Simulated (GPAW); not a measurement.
# SnTe (Fm-3m) in GPAW: further runs

One crystal, SnTe, is run at these levels: PBE, RPBE; tasks: dielectric tensor.

All numbers are computed with GPAW 26.7.0; they aren't measurements. Logs are shortened: lines on timing, memory, paths and dates and some standing lists are left out, and cuts for length are marked. The log counts tension as positive stress, the text compression.

**What was measured.**

A printed reference work, textbook reports, for a bulk crystal of SnTe at 300 K: band gap 0.18 eV (direct).

How close the calculation comes is told below.

## (1) The structure

It takes space group Fm-3m (No. 225, cubic). Conventional cell: a = 6.302 Å, b = 6.302 Å, c = 6.302 Å, α = 90.00°, β = 90.00°, γ = 90.00°. Around Te (site symmetry m-3m) lie 6 Sn at 3.15 Å. Sn (site symmetry m-3m) is surrounded by 6 Te at 3.15 Å.

## (2) Dielectric tensor, PBE

The input, run.py:

```python
import numpy as np
from ase.dft.bandgap import bandgap
from ase.io import read, write
from gpaw import GPAW, PW
from gpaw.response.df import DielectricFunction

atoms = read('POSCAR')

calc = GPAW(mode=PW(400),
            xc='PBE',
            kpts={'size': (6, 6, 6), 'gamma': True},
            occupations={'name': 'fermi-dirac', 'width': 0.001},
            nbands=19,
            convergence={'density': 1e-06},
            maxiter=150,
            txt='gpaw.txt')
atoms.calc = calc
energy = atoms.get_potential_energy()
calc.write('gs.gpw')
write('result.traj', atoms)
print(f'Energy: {energy:.6f} eV')
print('Fermi level:', round(calc.get_fermi_level(), 4), 'eV')
print(f'Gap: {bandgap(calc)[0]:.4f} eV, direct: {bandgap(calc, direct=True)[0]:.4f} eV')

for size in [(18, 18, 18)]:
    name = 'x'.join(str(n) for n in size)
    dense = calc.fixed_density(kpts={'size': size, 'gamma': True},
                               nbands=36, convergence={'bands': 30, 'eigenstates': 1e-7},
                               update_fermi_level=True, txt=f'dense-{name}.txt')
    dense.write(f'{name}.gpw', mode='all')
    df = DielectricFunction(f'{name}.gpw', frequencies=np.array([0.0]), hilbert=False, eta=0.001,
                            ecut=80, nbands=30, intraband=False, txt=f'df-{name}.txt')
    for xc in ['RPA']:
        for direction in ['x', 'y', 'z', [0, 1, 1], [1, 0, 1], [1, 1, 0]]:
            e0, e = df.get_macroscopic_dielectric_constant(xc=xc, direction=direction)
            print(f'{name} {xc} {direction}: {e0:.4f} without, {e:.4f} with local fields')
```

The input, POSCAR:

```
SnTe
1.0
    0.0000000000      3.1508500000      3.1508500000
    3.1508500000      0.0000000000      3.1508500000
    3.1508500000      3.1508500000      0.0000000000
Te Sn
1 1
Direct
    0.5000000000      0.5000000000      0.5000000000
    0.0000000000      0.0000000000      0.0000000000
```

Potentials or basis: GPAW PAW data sets (gpaw-data 1.2.1), pw.

Started as:

```console
OMP_NUM_THREADS=1 python run.py
```

gpaw.txt:

```text
__  _  _
 | _ |_)|_||  |
 |__||  | ||/\| - 26.7.0

Input parameters:
  mode=PW(ecut=400.0),
  convergence={'density': 1e-06},
  kpts=MonkhorstPack(size=(6, 6, 6), gamma=True),
  maxiter=150,
  nbands=19,
  occupations=Occupations(name='fermi-dirac', width=0.001),
  xc=XC(name='PBE')

Diagonalizing LCAO Hamiltonian
Converting LCAO to pw mode

                 Te

       Sn

Atoms  # Å, Bohr magnetons
|   | symbol |        x |        y |        z |    initial magnetic moments |
|---|--------|----------|----------|----------|-----------------------------|
| 0 |     Te | 3.150850 | 3.150850 | 3.150850 | ( 0.0000,  0.0000,  0.0000) |
| 1 |     Sn | 0.000000 | 0.000000 | 0.000000 | ( 0.0000,  0.0000,  0.0000) |

Unit cell  # Å
| periodic |        x |        y |        z |  lengths |    angles |
|----------|----------|----------|----------|----------|-----------|
|      yes | 0.000000 | 3.150850 | 3.150850 | 4.455975 | 60.000000 |
|      yes | 3.150850 | 0.000000 | 3.150850 | 4.455975 | 60.000000 |
|      yes | 3.150850 | 3.150850 | 0.000000 | 4.455975 | 60.000000 |

Number of symmetries: 48
Symmetry operations  # r_c * U_cc + t_c -> r_c
|    | kind |            matrix            |
|----|------|------------------------------|
|  0 |  σ   |  1, 0, 0,  1, 0,-1,  1,-1, 0 |
|  1 |  C2  |  1, 0, 0,  1,-1, 0,  1, 0,-1 |
|  2 |  E   |  1, 0, 0,  0, 1, 0,  0, 0, 1 |
|  3 |  σ   |  1, 0, 0,  0, 0, 1,  0, 1, 0 |
|  4 |  C4  |  1, 0,-1,  1, 0, 0,  1,-1, 0 |
|  5 |  S6  |  1, 0,-1,  1,-1, 0,  1, 0, 0 |
|  6 |  σ   |  1, 0,-1,  0, 1,-1,  0, 0,-1 |
|  7 |  C3  |  1, 0,-1,  0, 0,-1,  0, 1,-1 |
|  8 |  S6  |  1,-1, 0,  1, 0, 0,  1, 0,-1 |
|  9 |  C4  |  1,-1, 0,  1, 0,-1,  1, 0, 0 |
| 10 |  C3  |  1,-1, 0,  0,-1, 1,  0,-1, 0 |
| 11 |  σ   |  1,-1, 0,  0,-1, 0,  0,-1, 1 |
| 12 |  σ   |  0, 1, 0,  1, 0, 0,  0, 0, 1 |
| 13 |  C4  |  0, 1, 0,  0, 1,-1, -1, 1, 0 |
| 14 |  C3  |  0, 1, 0,  0, 0, 1,  1, 0, 0 |
| 15 |  S6  |  0, 1, 0, -1, 1, 0,  0, 1,-1 |
| 16 |  C2  |  0, 1,-1,  1, 0,-1,  0, 0,-1 |
| 17 |  σ   |  0, 1,-1,  0, 1, 0, -1, 1, 0 |
| 18 |  S4  |  0, 1,-1,  0, 0,-1,  1, 0,-1 |
| 19 |  C4  |  0, 1,-1, -1, 1, 0,  0, 1, 0 |
| 20 |  C3  |  0, 0, 1,  1, 0, 0,  0, 1, 0 |
| 21 |  σ   |  0, 0, 1,  0, 1, 0,  1, 0, 0 |
| 22 |  S6  |  0, 0, 1,  0,-1, 1, -1, 0, 1 |
| 23 |  C4  |  0, 0, 1, -1, 0, 1,  0,-1, 1 |
| 24 |  S4  |  0, 0,-1,  1, 0,-1,  0, 1,-1 |
| 25 |  C3  |  0, 0,-1,  0, 1,-1,  1, 0,-1 |
| 26 |  C2  |  0, 0,-1,  0,-1, 0, -1, 0, 0 |
| 27 |  S6  |  0, 0,-1, -1, 0, 0,  0,-1, 0 |
| 28 |  S4  |  0,-1, 1,  1,-1, 0,  0,-1, 0 |
| 29 |  C4  |  0,-1, 1,  0, 0, 1, -1, 0, 1 |
| 30 |  C2  |  0,-1, 1,  0,-1, 0,  1,-1, 0 |
| 31 |  σ   |  0,-1, 1, -1, 0, 1,  0, 0, 1 |
| 32 |  C3  |  0,-1, 0,  1,-1, 0,  0,-1, 1 |
| 33 |  S6  |  0,-1, 0,  0, 0,-1, -1, 0, 0 |
| 34 |  S4  |  0,-1, 0,  0,-1, 1,  1,-1, 0 |
| 35 |  C2  |  0,-1, 0, -1, 0, 0,  0, 0,-1 |
| 36 |  C2  | -1, 1, 0,  0, 1, 0,  0, 1,-1 |
| 37 |  S6  | -1, 1, 0,  0, 1,-1,  0, 1, 0 |
| 38 |  S4  | -1, 1, 0, -1, 0, 1, -1, 0, 0 |
| 39 |  C3  | -1, 1, 0, -1, 0, 0, -1, 0, 1 |
| 40 |  S6  | -1, 0, 1,  0, 0, 1,  0,-1, 1 |
| 41 |  C2  | -1, 0, 1,  0,-1, 1,  0, 0, 1 |
| 42 |  C3  | -1, 0, 1, -1, 1, 0, -1, 0, 0 |
| 43 |  S4  | -1, 0, 1, -1, 0, 0, -1, 1, 0 |
| 44 |  C2  | -1, 0, 0,  0, 0,-1,  0,-1, 0 |
| 45 |  i   | -1, 0, 0,  0,-1, 0,  0, 0,-1 |
| 46 |  σ   | -1, 0, 0, -1, 1, 0, -1, 0, 1 |
| 47 |  C2  | -1, 0, 0, -1, 0, 1, -1, 1, 0 |

BZ-sampling:
  Number of BZ points: 216
  Number of IBZ points: 16

  Monkhorst-Pack size: [6, 6, 6]
  Monkhorst-Pack shift: [0.08333333333333333, 0.08333333333333333, 0.08333333333333333]

K-points  # in reciprocal-cell coordinates
|     |                                coordinates |     weight |
|-----|--------------------------------------------|------------|
|   0 | (  0.00000000,   0.00000000,   0.00000000) | 0.00462963 |
|   1 | (  0.16666667,   0.16666667,   0.00000000) | 0.02777778 |
|   2 | (  0.16666667,   0.16666667,   0.16666667) | 0.03703704 |
|   3 | (  0.33333333,   0.16666667,   0.16666667) | 0.05555556 |
|   4 | (  0.33333333,   0.33333333,  -0.33333333) | 0.05555556 |
|   5 | (  0.33333333,   0.33333333,   0.00000000) | 0.02777778 |
|   6 | (  0.33333333,   0.33333333,   0.16666667) | 0.11111111 |
|   7 | (  0.33333333,   0.33333333,   0.33333333) | 0.03703704 |
|   8 | (  0.50000000,   0.33333333,  -0.33333333) | 0.11111111 |
|   9 | (  0.50000000,   0.33333333,  -0.16666667) | 0.05555556 |
| ... |                                            |            |
|  15 | (  0.50000000,   0.50000000,   0.50000000) | 0.01851852 |

Plane wave coefficients: 1158
Cutoff: 400.0 eV

Spin-components: 1 (collinear spins)
Bands:           19
Projectors:      11
Spin-degeneracy: 2
Datatype:        complex128

Parallelization:
  kpt:    1
  domain: 1
  band:   1

Density:
  Valence electrons: 20.0
  Components: 1
  Grid points: [21 21 21]
  Charge: 0.0  # |e|

Potential:
  Grid points: [21 21 21]

species:
  Te:
    name:    Tellurium
    Z:       52.0
    valence: 6
    core:    46
    charge:  0.0  # [|e|]
    compensation charges:
      type: gauss
      rc: 0.36  # [Å]
      lmax: 2
    cutoffs:
      filter: 2.09  # [Å]
      core: 3.17  # [Å]
    projectors
    | kind |    occ | energy [eV] | rcut [Å] |
    |------|--------|-------------|----------|
    |   5s |  2.000 |     -15.089 |    1.180 |
    |   5p |  4.000 |      -5.955 |    1.196 |
    |    s |        |      12.123 |    1.180 |
    |    p |        |      21.256 |    1.196 |
    |    d |        |       0.000 |    1.238 |

    Using partial waves for Te as LCAO basis

  Sn:
    name:    Tin
    Z:       50.0
    valence: 14
    core:    36
    charge:  0.0  # [|e|]
    compensation charges:
      type: gauss
      rc: 0.38  # [Å]
      lmax: 2
    cutoffs:
      filter: 2.23  # [Å]
      core: 2.35  # [Å]
    projectors
    | kind |    occ | energy [eV] | rcut [Å] |
    |------|--------|-------------|----------|
    |   5s |  2.000 |     -10.538 |    1.201 |
    |   5p |  2.000 |      -3.696 |    1.270 |
    |   4d | 10.000 |     -25.845 |    1.185 |
    |    s |        |      16.674 |    1.201 |
    |    p |        |      23.515 |    1.270 |
    |    d |        |       1.367 |    1.185 |

    Using partial waves for Sn as LCAO basis

Reference energy: -352801.376741  # eV

eigensolver:
  PPCG
  Converge bands: occupied
  niter=2

density mixing:
  MSR1-Mixer
  Pratt-step length: 0.05
  Maximum mixing coefficient: 0.75
  Old densities: 10
  SVD Regularization: 0.005
  Good broyden scale: 1.0
  Trust region scale: 1.0
  Backstep threshold: 4.0
  History deletion threshold: 6.0
  Fourier metric: weight=20.0, sigma=0.015

occupation numbers:
  Fermi-Dirac:
    width: 0.0010  # eV

poisson solver:
  ecut: 3200.0  # eV

xc functional:
  name: PBE with 2 nearest neighbor stencil

convergence criteria:
- Maximum integral of absolute [dens]ity change: 1e-06 electrons / valence electron
- Maximum [total energy] change in last 3 cyles: 0.0005 eV / valence electron
- Maximum integral of absolute [eigenst]ate change: 4e-08 eV^2 / valence electron
maximum number of iterations: 150

SCF iterations
|iter     | |      energy | eigst |  dens |
|---------|-|-------------|-------|-------|
|iter:   1| |   -7.719184 | -0.23 |       |
|iter:   2| |   -7.712556 | -2.40 | -1.48 |
|iter:   3| |   -7.680966 | -2.76 | -1.52 |
|iter:   4| |   -7.682108 | -4.26 | -2.12 |
|iter:   5| |   -7.682302c| -4.94 | -2.62 |
|iter:   6| |   -7.682308c| -6.33 | -3.34 |
|iter:   7| |   -7.682309c| -7.63c| -4.17 |
|iter:   8| |   -7.682309c| -7.64c| -4.68 |
|iter:   9| |   -7.682309c| -8.24c| -5.78 |
|iter:  10| |   -7.682309c| -8.79c| -6.40c|

Converged in 10 steps
Energy contributions relative to reference atoms: (reference = -352801.376741)

Energy contributions:
  Kinetic:          16.357626
  Coulomb:         -16.340497
  Zero:              0.240096
  External:          0.000000
  Xc:               -7.939534
  Entropy:          -0.000000
  Spinorbit:         0.000000
  ----------------------------
  Free energy:      -7.682309
  Extrapolated:     -7.682309

dipole moment: (-21.370590, -21.370590, -21.370590)  # |e|*Ang

Fermi level: 6.504
Eigenvalues  # (at kpt = [0.000, 0.000, 0.000])
| band index |      eig [eV] | occ [0-2] |
|------------|---------------|-----------|
|          0 |       -15.421 |     2.000 |
|        ... |               |           |
|          2 |       -15.413 |     2.000 |
|          3 |       -15.413 |     2.000 |
|          4 |       -15.413 |     2.000 |
|          5 |        -6.331 |     2.000 |
|          6 |         1.796 |     2.000 |
|          7 |         4.307 |     2.000 |
[... 9 lines left out ...]
|         17 |        13.378 |     0.000 |
|         18 |        13.378 |     0.000 |

Gap: 0.104 eV
Transition (v -> c):
  (s=0, k=15, n=9, [0.50, 0.50, 0.50]) -> (s=0, k=15, n=10, [0.50, 0.50, 0.50])
No difference between direct/indirect transitions
# Writing to gs.gpw (mode='')
```

Run time: 3.8 min. Hardware: 1 thread of Arm Neoverse V1, shared host; peak memory 0.46 GiB.

Results:

- Free energy: -7.6823 eV
- Band gap on the k mesh: 0.10 eV, direct
- Electronic dielectric tensor (diagonal): 76.45

Electronic dielectric tensor:
```
76.45  0.00  0.00
 0.00 76.45  0.00
 0.00  0.00 76.45
```

Caveat: the gap is small at this level, which inflates the dielectric constant; the long-wavelength limit can be off by a per cent or two; spin-orbit coupling is left out, which moves the levels of the heavy elements.

(Part 1 of 2 ends here.)
